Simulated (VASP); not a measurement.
**Pt: single point with PBEsol**

The system is Pt.

```
Pt
1.0
     0.00000    1.96090    1.96090
     1.96090    0.00000    1.96090
     1.96090    1.96090    0.00000
Pt
1
Direct
  0.00000 0.00000 0.00000
```

```
Program             : VASP 6.6.1
Task                : single point
Functional          : PBEsol
Potentials or basis : VASP PAW PBE potentials, release 64 (Pt)
Cutoff              : 520 eV
k mesh              : 12 × 12 × 12
Occupations         : fermi-dirac, width 0.05 eV
Spin                : no spin polarisation
```

| Item | Value |
| --- | --- |
| Pressure | -1.0 GPa |
| Band gap on the k mesh | none (metal or under the smearing width) |

Levels at points of the mesh, in eV from the Fermi level:
| k point | band 2 | band 3 | band 4 | band 5 | band 6 | band 7 | band 8 | band 9 |
| --- | --- | --- | --- | --- | --- | --- | --- | --- |
| (0.00, 0.00, 0.00) | -3.82 | -3.82 | -3.82 | -1.64 | -1.64 | 14.60 | 19.56 | 19.56 |
| (0.50, 0.00, 0.00) | -3.88 | -3.88 | -0.58 | 0.03 | 0.03 | 5.78 | 14.15 | 18.92 |
| (0.50, 0.50, 0.00) | -6.67 | 0.00 | 0.48 | 0.48 | 1.68 | 8.81 | 11.31 | 11.31 |

Run time: 15 s on 1 thread of Intel(R) Xeon(R) Platinum 8375C CPU @ 2.90GHz (Ice Lake) (shared host), peak memory 0.14 GiB.

Caveat: the PAW data sets were made with another functional, which shifts forces and pressure a little. The run has no spin-orbit coupling, so splittings on Pt are missing.
